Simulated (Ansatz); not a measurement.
(110) slab of rocksalt RbCl, 16.2 Å thick as cut, bare faces

Ansatz, PAW, plane waves, no spin–orbit coupling unless named; atoms relaxed with PBEsol, the curve by HSE06. The curve holds the local part of the PAW potentials, so its shape inside matter depends on the files.

```
Cl Rb
1.0
     3.27330   -3.27330    0.00000
     0.00000    0.00000    6.54661
   -20.64895  -20.64895    0.00000
Cl Rb
8 8
Direct
  0.49851 0.00211 0.77355
  0.49892 0.00096 0.45978
  0.49924 0.00103 0.61825
  0.49789 0.00106 0.30017
  0.99938 0.50084 0.53992
  0.99742 0.50132 0.22621
  0.99987 0.50118 0.69947
  0.99853 0.50109 0.38150
  0.99886 0.00134 0.53961
  0.99787 0.00121 0.22595
  0.99878 0.00146 0.69919
  0.99820 0.00111 0.38117
  0.50002 0.50163 0.77363
  0.49860 0.50100 0.46007
  0.49957 0.50130 0.61849
  0.49772 0.50103 0.30046
```

Planar mean of the electrostatic potential energy along the normal, from the vacuum level:

| z (Å) | v (eV) |
| --- | --- |
| 0.00 | 0.00 |
| 0.29 | 0.00 |
| 0.73 | 0.00 |
| 1.02 | 0.00 |
| 1.31 | 0.00 |
| 1.75 | 0.00 |
| 2.04 | 0.00 |
| 2.34 | 0.00 |
| 2.77 | 0.00 |
| 3.07 | -0.01 |
| 3.36 | -0.01 |
| 3.65 | -0.01 |
| 4.09 | -0.02 |
| 4.38 | -0.03 |
| 4.67 | -0.07 |
| 5.11 | -0.24 |
| 5.40 | -0.61 |
| 5.69 | -1.59 |
| 6.13 | -6.46 |
| 6.42 | -10.13 |
| 6.72 | -10.55 |
| 7.15 | -5.31 |
| 7.45 | -2.29 |
| 7.74 | -1.70 |
| 8.18 | -4.74 |
| 8.47 | -8.80 |
| 8.76 | -10.86 |
| 9.05 | -9.06 |
| 9.49 | -3.18 |
| 9.78 | -1.45 |
| 10.07 | -1.35 |
| 10.51 | -4.34 |
| 10.80 | -8.48 |
| 11.10 | -10.85 |
| 11.53 | -7.48 |
| 11.83 | -3.49 |
| 12.12 | -1.57 |
| 12.56 | -2.00 |
| 12.85 | -4.85 |
| 13.14 | -8.94 |
| 13.58 | -10.36 |
| 13.87 | -6.93 |
| 14.16 | -3.08 |
| 14.60 | -1.31 |
| 14.89 | -2.03 |
| 15.19 | -4.96 |
| 15.48 | -9.05 |
| 15.92 | -10.29 |
| 16.21 | -6.82 |
| 16.50 | -3.02 |
| 16.94 | -1.36 |
| 17.23 | -2.27 |
| 17.52 | -5.49 |
| 17.96 | -10.63 |
| 18.25 | -10.00 |
| 18.54 | -6.26 |
| 18.98 | -1.74 |
| 19.27 | -1.25 |
| 19.57 | -2.08 |
| 20.00 | -7.24 |
| 20.30 | -10.49 |
| 20.59 | -10.19 |
| 20.88 | -6.65 |
| 21.32 | -2.03 |
| 21.61 | -1.78 |
| 21.90 | -3.59 |
| 22.34 | -9.42 |
| 22.63 | -10.83 |
| 22.92 | -8.40 |
| 23.36 | -2.56 |
| 23.65 | -0.94 |
| 23.95 | -0.35 |
| 24.38 | -0.09 |
| 24.68 | -0.03 |
| 24.97 | -0.01 |
| 25.41 | 0.00 |
| 25.70 | 0.00 |
| 25.99 | 0.00 |
| 26.28 | 0.00 |
| 26.72 | 0.00 |
| 27.01 | 0.00 |
| 27.30 | 0.00 |
| 27.74 | 0.00 |
| 28.03 | 0.00 |
| 28.33 | 0.00 |
| 28.76 | 0.00 |
| 29.06 | 0.00 |

Task: How far below the vacuum level do the top filled and the lowest empty level lie, by each functional?

Result: PBEsol: 5.62 and 1.31 eV (gap 4.31 eV, a 6×4×1 mesh); HSE06: 6.51 and 1.01 eV (gap 5.50 eV, a 4×3×1 mesh). Either level can be a surface state and not a band edge of the crystal.
